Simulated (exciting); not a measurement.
Mg: energy against volume and a worked fit

```xyz
1
Lattice="-1.7728 1.7728 1.7728 1.7728 -1.7728 1.7728 1.7728 1.7728 -1.7728" Properties=species:S:1:pos:R:3 pbc="T T T"
Mg    0.0000    0.0000    0.0000
```

This isn't the form of Mg at room conditions, which is hcp.

The cell was scaled at fixed shape and fractions and run with exciting, all-electron LAPW+lo, shipped species files, valence relativity iora*; PBEsol, k mesh 11 × 11 × 11 on the cell of 1 atom, fermi-dirac occupations of 0.05 eV, no spin polarisation, no spin-orbit coupling. Energies are those that the program minimises, any entropy of the smearing included. For a metal such a mesh isn't converged to the digits shown.

| V (Å³/atom) | energy over the lowest row (meV/atom) |
| --- | --- |
| 20.9479 | 12.207 |
| 21.3936 | 5.720 |
| 21.8393 | ? |
| 22.2850 | 0.000 |
| 22.7307 | 0.370 |
| 23.1764 | 2.868 |
| 23.6221 | 6.994 |

Question: Fit the third-order Birch-Murnaghan form, give V0, B0 and B′, and predict the energy left open.

Answer: With y = (V0/V)^(2/3), E = E0 + (9 V0 B0/16) [(y - 1)³ B′ + (y - 1)² (6 - 4y)]. Least squares through the rows shown give V0 = 22.4144 Å³/atom, E0 = -0.093 meV, B0 = 37.57 GPa (1 eV/Å³ = 160.218 GPa) and B′ = 3.02, with a largest miss of 0.057 meV. At V = 21.8393 the form with these constants gives 1.698 meV; the run gave 1.723 meV an atom.
